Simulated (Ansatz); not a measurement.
L1₀ (CuAu-type) CoPt, relaxed in Ansatz (plane waves) with several semilocal functionals. Each gives its own volume and its own bulk modulus:

| level | V0 (Å³/atom) | bulk modulus (GPa) | ln V0 | ln B0 |
|---|---|---|---|---|
| LDA | 12.594 | 272.2 | 2.5332 | 5.6065 |
| r²SCAN | 13.356 | 227.4 | 2.5920 | 5.4267 |
| PBE | 13.525 | 217.2 | 2.6045 | 5.3808 |

**Question.** Fit a straight line to ln B0 against ln V0. What does it predict for PBEsol, whose volume is 12.947 Å³/atom?

**Answer.** With x = ln V0 and y = ln B0: means 2.57657 and 5.47133; Σ(Δx Δy) = -0.009079, Σ(Δx²) = 0.002899, so the slope is -3.13. At x = 2.5609 the line gives y = 5.47133 + (-3.13) × (2.5609 − 2.57657) = 5.5204, or 249.7 GPa. The run with PBEsol gives 249.8 GPa, +0.0 % from the line. The rows used scatter about it by up to 0.4 %, while the largest value lies 25 % above the smallest. For comparison, PBE's own equation of state has B′ = 5.0, the slope −d ln B/d ln V at a fixed functional; the two needn't agree, since functionals also differ at one volume.

Spin-polarised runs: LDA (parallel moments), PBEsol (parallel moments), r²SCAN (parallel moments), PBE (parallel moments).

Ansatz's density-functional and Hartree–Fock values are scalar-relativistic unless marked +SOC, with PAW data made under PBE.

Ansatz is a program for electronic structure.
